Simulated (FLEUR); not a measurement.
# Anisotropy of Fe (c factor at fixed volume 1.2 on the database's cell) with FLEUR, part 2 of 2

Aim: the anisotropy of Fe (c factor at fixed volume 1.2 on the database's cell) from single passes in the potential of one collinear state.

FLEUR MaX-R8.1; PBE; all-electron FLAPW, Dirac cores, scalar-relativistic bands.

So far. Step 2 (The magnetic state): After 18 cycles the largest moment stands at 2.59 μB.

This is not the structure that Fe takes at ambient pressure and room temperature (bcc); it is a model or a phase of other conditions.

The database entry behind the starting cell differs from later determinations by our own check (an axis about 0.7 % long against later determinations), so it need not match the best structure at ambient conditions.

**5. Spin–orbit coupling, moments along [001]**

Level of this step: PBE; all-electron FLAPW, Dirac cores, scalar-relativistic bands with spin-orbit coupling (FLEUR).

Spin–orbit coupling ties the spins to the lattice and lets orbital moments form.

A new self-consistent run of the start ferro +, with the moments along z. The k list default-1 (kpts.xml, not shown) is a Γ-centred 30×30×30 mesh.

inp.xml reads:

```
<?xml version="1.0" encoding="UTF-8" standalone="no"?>
<fleurInput fleurInputVersion="0.39">
   <comment>
      Fe
   </comment>
   <calculationSetup>
      <cutoffs Kmax="3.6" Gmax="10.8" GmaxXC="10.8" numbands="36"/>
      <scfLoop itmax="110" minDistance="0.00002" maxIterBroyd="15" imix="Anderson" alpha="0.05" precondParam="0.0" spinf="2.0" sdNocoIR="T"/>
      <coreElectrons ctail="T" frcor="F" kcrel="0" coretail_lmax="0"/>
      <xcFunctional name="pbe" relativisticCorrections="F"/>
      <magnetism jspins="2"/>
      <soc l_soc="T" theta="0.0" phi="0.0" spav="F"/>
      <expertModes spex="0" secvar="F"/>
      <geometryOptimization l_f="F" forcealpha="1.0" forcemix="BFGS" epsdisp="0.00001" epsforce="0.00001"/>
      <ldaU l_linMix="F" mixParam="0.05" spinf="1.0"/>
   </calculationSetup>
   <cell>
      <bzIntegration valenceElectrons="16.0" mode="hist" fermiSmearingEnergy="0.00183747">
         <kPointListSelection listName="default-1"/>
         <xi:include xmlns:xi="http://www.w3.org/2001/XInclude" href="kpts.xml"> </xi:include>
      </bzIntegration>
      <xi:include xmlns:xi="http://www.w3.org/2001/XInclude" href="sym.xml"> </xi:include>
      <bulkLattice scale="1.0">
         <bravaisMatrix>
            <row-1>   -2.4892847288986846     2.4892847288986846     3.2722497573573599</row-1>
            <row-2>    2.4892847288986846    -2.4892847288986846     3.2722497573573599</row-2>
            <row-3>    2.4892847288986846     2.4892847288986846    -3.2722497573573599</row-3>
         </bravaisMatrix>
      </bulkLattice>
   </cell>
   <atomSpecies>
      <species name="Iron (Fe) 2.800" element="Fe" atomicNumber="26">
         <mtSphere radius="2.34" gridPoints="773" logIncrement="0.016"/>
         <atomicCutoffs lmax="8" lnonsphr="6"/>
         <electronConfig flipSpins="F">
            <coreConfig>(1s1/2) (2s1/2) (2p1/2) (2p3/2)</coreConfig>
            <valenceConfig>(3s1/2) (3p1/2) (3p3/2) (4s1/2) (3d3/2) (3d5/2)</valenceConfig>
            <stateOccupation state="(3d3/2)" spinUp="1.4" spinDown="1.0"/>
            <stateOccupation state="(3d5/2)" spinUp="3.0" spinDown="0.6"/>
         </electronConfig>
         <energyParameters s="4" p="4" d="3" f="4"/>
         <lo type="SCLO" l="0" n="3" eDeriv="0"/>
         <lo type="SCLO" l="1" n="3" eDeriv="0"/>
      </species>
   </atomSpecies>
   <atomGroups>
      <atomGroup species="Iron (Fe) 2.800">
         <relPos label="                   1">.0000000000 .0000000000 .0000000000</relPos>
         <force calculate="T" relaxXYZ="TTT"/>
      </atomGroup>
   </atomGroups>
   <output dos="F" band="F" slice="F">
      <bandDOS minEnergy="-.5*Htr" maxEnergy="0.5*Htr" sigma="0.015" storeEVData="T"/>
      <plotting iplot="0" polar="F">
         <plot TwoD="T" vec1="  1.0  0.0  0.0" vec2="  0.0  1.0  0.0" vec3="  0.0  0.0  1.0" zero="  0.0  0.0  0.0" file="plot"/>
      </plotting>
      <moessbauerParams electricFieldGradient="F" isomerShift="F" coreHyperfine="F" valenceHyperfine="F"/>
   </output>
</fleurInput>
```

crystal.txt reads:

```
Fe
&input film=F cartesian=F /
-1.31727275000  1.31727275000  1.73160000000
1.31727275000  -1.31727275000  1.73160000000
1.31727275000  1.31727275000  -1.73160000000
1.8897261246
1.0 1.0 1.0

1
26 0.00000000000  0.00000000000  0.00000000000 : 2.800

&soc 0.0000000 0.0000000 /
&kpt div1=30 div2=30 div3=30 gamma=T /
```

Launch:

```sh
> OMP_NUM_THREADS=1 inpgen -f crystal.txt > inpgen.log  # inp.xml is then edited as shown
> OMP_NUM_THREADS=1 mpirun -n 4 fleur_MPI > fleur.log
```

The log of the run:

```text
[banner, memory and clock lines left out]
Welcome to FLEUR        (www.flapw.de)
      MaX-Release 8.1          (www.max-centre.eu)

 ========== k-point set info ==========
 Selected k-point list: default-1
 k-point list type: mesh
 30 x 30 x 30
 Number of k points: 3504

 [... set-up left out ...]
 Iteration:     1   Distance:      10.74811052 me/bohr^3
 Iteration:     2   Distance:       9.02090515 me/bohr^3
 Iteration:     3   Distance:       5.82340716 me/bohr^3
 Iteration:     4   Distance:       3.17116263 me/bohr^3
 Iteration:     5   Distance:       0.70392526 me/bohr^3
 Iteration:     6   Distance:       0.61369736 me/bohr^3
 Iteration:     7   Distance:       0.12638206 me/bohr^3
 Iteration:     8   Distance:       0.08855647 me/bohr^3
 Iteration:     9   Distance:       0.02798241 me/bohr^3
 Iteration:    10   Distance:       0.00844392 me/bohr^3
 Iteration:    11   Distance:       0.00876309 me/bohr^3
 Iteration:    12   Distance:       0.00442239 me/bohr^3
 Iteration:    13   Distance:       0.00408664 me/bohr^3
 Iteration:    14   Distance:       0.00205486 me/bohr^3
 Iteration:    15   Distance:       0.00128026 me/bohr^3
 Iteration:    16   Distance:       0.00126459 me/bohr^3
 Iteration:    17   Distance:       0.00109169 me/bohr^3
 Iteration:    18   Distance:       0.00011277 me/bohr^3
 Iteration:    19   Distance:       0.00008363 me/bohr^3
 Iteration:    20   Distance:       0.00003402 me/bohr^3
 Iteration:    21   Distance:       0.00000434 me/bohr^3

 ********************************************************************
 Run finished successfully
 Stop message:
   all done
 ********************************************************************

--- out.xml (last complete iteration) ---
<iteration numberForCurrentRun="   21" overallNumber="   21">
         [... left out ...]
         <bandgap value="0.0003678892" units="eV"/>
         <sumValenceSingleParticleEnergies value="-13.2853276044" units="Htr"/>
         <FermiEnergy value="0.3359809342" units="Htr"/>
         [... left out ...]
         <magneticMomentsInMTSpheres units="muBohr">
            <globalMagMoment atomType="1" vec="0.00000   0.00000   2.57907"/>
         </magneticMomentsInMTSpheres>
         <orbitalMomentsInMTSpheres units="muBohr">
            <globalMagMoment atomType="1" vec="0.00000   0.00000   0.05936"/>
         </orbitalMomentsInMTSpheres>
         [... left out ...]
         <totalEnergy value="    -1272.7994495685" units="Htr">
            <sumOfEigenvalues value="     -735.7692393638">
               <coreElectrons value="-722.4839117594"/>
               <valenceElectrons value="-13.2853276044"/>
            </sumOfEigenvalues>
         [... left out ...]
            <freeEnergy value="-1272.7997933093"/>
            <extrapolationTo0K value="-1272.7996214389"/>
         </totalEnergy>
         <densityConvergence units="me/bohr^3">
            <chargeDensity spin="1" distance="0.0000026100"/>
            <chargeDensity spin="2" distance="0.0000025623"/>
            <overallChargeDensity distance="0.0000028147"/>
            <spinDensity distance="0.0000043396"/>
         </densityConvergence>
      </iteration>
```

Elapsed: 5.1 min, on 4 MPI ranks of Arm Neoverse V1, shared host; peak memory 0.85 GiB.

This step gave:

| Item | Value |
| --- | --- |
| free energy | -34634.6468 eV |
| program's band gap on this mesh (in a metal only a level spacing) | 3.68e-4 eV |
| magnetization | 2.527 μB |
| final state | ferromagnetic |
| largest moment | 2.579 μB |
| orbital moment along the spin | 0.05936 μB |

Orbital moment in the sphere, along the spin axis by atom:

| atom | orbital moment in the sphere, along the spin axis (μB) |
| --- | --- |
| Fe1 | 0.0594 |

**6. What came out**

```yaml
reference_state: ferromagnetic
largest_sphere_moment: 2.59 μB
easy_direction_of_those_tried: not resolved
energy_along_100_less_001_force_theorem: -1.1e-4 meV a primitive cell
orbital_moment_on_the_atom_of_largest_spin_along_its_spin_spin_orbit_run: 0.0594 μB
```

**Reading.** The lowest directions differ by less than these runs resolve; shape anisotropy is not included. The difference for the second direction goes from -0.0020 meV (mesh 20×20×20, 36 states, 3.7 min of CPU time) to -1.1e-4 meV (mesh 30×30×30, 36 states, 13 min). The orbital moment is parallel to the spin. The state was typed, and no other order was converged beside it, so it need not be the ground state.

[Logs and program files are shortened in this print: banners, set-up blocks, solver, clock and traceback lines can be left out without a mark of their own.]

[Logs are printed without paths, hosts, clocks, repeated set-up lines and the standing remarks that a program may print on its own settings, such as how far it seeks lower states.]

[Hosts, paths, dates, database ids (printed as entryN), source tags and the programs' standing remarks are cut or masked in the printed files.]

[Where a cell is said to come from a database of computed structures, the database is the Materials Project.]
